Stretching InSb makes its bonds easier to stretch further, so each added bit of volume brings less tension than the one before. The bulk modulus, which is the pressure change for a given relative change in volume, falls from 46 GPa between the two smallest volumes to 23 GPa between the two largest. The band gap closes along the way, but this shifts the pressure by only about 0.1 GPa on this mesh, because it involves very few electrons.

Zinc blende InSb in two-atom cells under hydrostatic strain, computed with Ansatz 0.2.0 using the r2SCAN functional, PAW potentials and plane waves up to 500 eV, without spin polarisation or spin-orbit coupling. The k mesh is 6×6×6, with Fermi-Dirac smearing of 0.02 eV. Pressure is positive in compression.

| volume (Å³/atom) | shortest distance (Å) | pressure (GPa) |
| --- | --- | --- |
| 33.873 | 2.802 | 1.850 |
| 35.272 | 2.840 | -0.010 |
| 36.807 | 2.881 | -1.650 |
| 37.984 | 2.911 | -2.680 |
| 38.542 | 2.925 | -3.100 |
| 41.335 | 2.994 | -4.690 |

Positive pressure means that the crystal is compressed, and negative pressure that it must be pulled to keep its size. The natural starting point is therefore the row at 35.272 Å³/atom, where the pressure is almost zero. The volumes are unevenly spaced, which explains the one step that looks out of line: the pressure drops by only 0.42 GPa on reaching 38.542 Å³/atom because the volume has hardly grown. Per unit of volume, the fall in pressure weakens from each interval to the next.

The structure makes it easy to see what resists the expansion. Each atom has four neighbours at the corners of a tetrahedron, and equal stretching in all directions leaves those angles unchanged. The crystal can't relieve the strain by bending or rotating its bonds, so every bond must lengthen by the same fraction. Cubic symmetry also makes the three stresses equal to the pressure.

The pressure can thus be rewritten as a pull per bond. A cell with two atoms has four bonds and a volume of 16d³/(3√3), where d is the shortest distance. Lengthening all four bonds by a small amount costs four times the pull times that amount, and this must equal the work done against the tension as the volume grows. The pull is then 4|P|d²/√3, where P is the pressure under tension. This shares the total energy equally among the bonds and assumes no particular force law.

The pull grows with every expansion, but by less and less for each added bit of length. As the output below shows, the stiffness of a bond falls from 5.5 to 3.2 eV/Å² between the first and the last interval. That accounts for most of the loss in bulk modulus. Geometry adds the rest: in the stretched crystal each bond serves a larger area, so the same pull amounts to a smaller tension.

The reason for the softer bonds lies in two forces that fade at different rates. When atoms are close, their electron clouds overlap and the electrons are squeezed, which raises their energy steeply. This repulsion supplies the stiffness, because it changes sharply with distance. The bonding attraction reaches further and works against the stiffness, since it weakens as the atoms separate. Stretching removes the repulsion first, so the balance shifts towards a softer bond. This explanation is argued and not shown by the table, which fits it but doesn't separate the two forces.

The electronic state changes as well. In the same calculations the gap is 0.261 eV at the smallest volume, 0.014 eV near zero pressure and zero in the four larger cells. It closes at Γ, the centre of the Brillouin zone, where a single level of antibonding s character meets three equal levels of bonding p character. Longer bonds weaken the overlap between neighbours, which lowers the antibonding s level relative to the bonding p levels. The levels at Γ show that the s pair does the moving: between 35.272 and 38.542 Å³/atom the splitting of the bonding and antibonding s levels shrinks from 10.89 to 9.85 eV, while that of the p levels stays put, at 3.231 and 3.227 eV. By 38.542 Å³/atom it has dropped 0.504 eV below them and taken two of their electrons.

How much this exchange adds to the pressure can be estimated from the levels. Between 35.272 and 38.542 Å³/atom the single level sinks by about 0.52 eV relative to the other three, while the two-atom cell grows by about 6.5 Å³. That is 0.08 eV/Å³ for each electron that has changed level. Two electrons do so, but only at Γ, which is one of the 6 × 6 × 6 = 216 points over which the calculation averages. The result, 2 × 0.08/216 eV/Å³, is about 0.1 GPa.

The level that these electrons enter sinks relative to the one they leave as the crystal expands, so the exchange pushes outwards and makes the tension slightly smaller. The shift is only about 2% of the whole pressure range. It doesn't arrive as a jump either, because the smearing of the occupations has already moved more than half of the two electrons near zero pressure. Small as it is, the shift falls entirely within the first two intervals, so it is expected to lower the bulk modulus there by about 2 and 1 GPa. The moduli fit this: they lose about 4.3 GPa per GPa of pressure across the closing and more than 5 after it. The estimate gives an order of magnitude for this mesh; a finer mesh would bring the exchange in more gradually.

The larger cells provide a direct comparison. From 36.807 Å³/atom onwards the gap is already closed, yet the bulk modulus keeps falling, from 33 to 29 and then to 23 GPa. The softening therefore doesn't depend on the closing of the gap. It continues after the exchange of electrons at Γ is complete.

The volume at which the gap closes shouldn't be carried over to real InSb. Spin-orbit coupling, which is left out here, raises the top of the valence band by a third of the valence splitting, roughly a quarter of an eV (a rough recalled value). That is about as large as the gap in the smallest cell, which would be expected to close or nearly close. The r2SCAN functional also tends to make gaps too small, whereas the real crystal is a semiconductor at ambient pressure. The pressure is less exposed to these errors, since it depends on all the occupied states and not on the few at the band edge.

The zero of pressure has its own limit. It marks the size that r2SCAN prefers, which is about one percent too long in each direction, again as a rough recalled value. A cell built with the measured lattice constant would therefore appear compressed in this calculation, although the real crystal is at rest. The smallest cell, with bonds 1.34% shorter, is close to that case, so the overlong bonds are part of the reason why the gap has almost vanished at zero pressure. For work on strained InSb, the strain should be counted from the zero-pressure cell of the same method, and the bulk modulus taken near the strain of interest. How far the crystal can be stretched before its tension stops growing remains open, for the pressure is still falling at the largest volume.

The analysis program printed:

```
Each row against the row near zero pressure:
     row  volume change %  bond change %  energy meV per cell  pull per bond eV/A
  33.873           -3.966          -1.34                 14.9             -0.2094
  35.272                0              0                    0            0.001163
  36.807            4.352           1.43                 16.3              0.1974
  37.984            7.689            2.5                 48.3              0.3274
  38.542            9.271          2.999                 68.5              0.3824
  41.335            17.19           5.43                206.7              0.6061
Interval that ends at each row:
     row  volume step A3/atom  pressure step GPa  fall GPa per A3/atom  bulk modulus GPa  bond stiffness eV/A2
  35.272                1.399              -1.86                  1.33             45.96                 5.532
  36.807                1.535              -1.64                 1.068              38.5                 4.831
  37.984                1.177              -1.03                0.8751             32.72                 4.279
  38.542                0.558              -0.42                0.7527              28.8                 3.877
  41.335                2.793              -1.59                0.5693             22.73                 3.242
Bulk modulus of last interval over first: 0.4945
Bond stiffness of last interval over first: 0.586
Largest gap between interval pressure from energies and from stress (GPa): 0.06885
Singlet less triplet at Gamma in row 38.542 (eV): -0.5041
Change of this difference per unit of ln volume from 33.873 to 35.272 (eV): -6.093
Change of this difference per unit of ln volume from 35.272 to 38.542 (eV): -5.848
Electrons already in the singlet at Gamma in row 35.272: 1.283
Estimated pressure shift by the inversion on this mesh (GPa): 0.1176
This shift as share of the whole pressure range (%): 1.798
```
